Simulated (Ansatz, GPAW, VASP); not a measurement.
**Ru: programs and potentials compared**

```
CELL_PARAMETERS angstrom
2.70580 0.00000 0.00000
-1.35290 2.34329 0.00000
0.00000 0.00000 4.28190
ATOMIC_POSITIONS crystal
Ru 0.66667 0.33333 0.75000
Ru 0.33333 0.66667 0.25000
```

Alike in all runs: task band structure; functional revPBE; k mesh 11 × 11 × 6; occupations fermi-dirac, width 0.05 eV; no spin polarisation; no spin-orbit coupling. Pressure is positive in compression and, in plane waves, holds the error of the finite cutoff.

```csv
program and potentials,plane-wave cutoff (eV),notes,band gap (eV),pressure (GPa)
"VASP, PBE PAW files Ru_pv, 520 eV",520,potentials made for PBE; 14 valence electrons an atom on average,no gap,7.71
"GPAW, the program's PAW data sets (release 1.2.1) made for this functional",600,16 valence electrons an atom on average,no gap,7.26
"Ansatz, all-electron LAPW, scalar-relativistic",-,-,no gap,7.66
```

None finds a gap. The pressure spans 7.26 (GPAW, the program's PAW data sets (release 1.2.1) made for this functional) to 7.71 GPa (VASP, PBE PAW files Ru_pv, 520 eV), with all-electron results at 7.66.

The functional is the same throughout but for its coding, so the spread measures potentials, basis and numerics; runs on potential files found faulty are left out.

All three calculations put the hexagonal ruthenium cell under compression, so revPBE would favour a larger volume than the one imposed, which is close to the measured cell. This is the expected behaviour of the functional: its exchange enhancement rises more steeply with the density gradient than that of PBE, which weakens bonding and expands the lattice. Ruthenium is very stiff, because its partly filled d band occupies mainly bonding states, so a pressure of this size corresponds to only a small volume strain. The same partial filling makes the metal gapless.

The VASP result, 7.71 GPa, lies closer to the all-electron value of 7.66 GPa than the GPAW result of 7.26 GPa, although the GPAW data set matches the functional and treats more electrons explicitly. Neither feature therefore guarantees better agreement here, and the remaining offset may reflect data-set construction or basis convergence. The shared absence of a gap is a weak test of the potentials, since it does not establish that band positions or the Fermi surface agree.
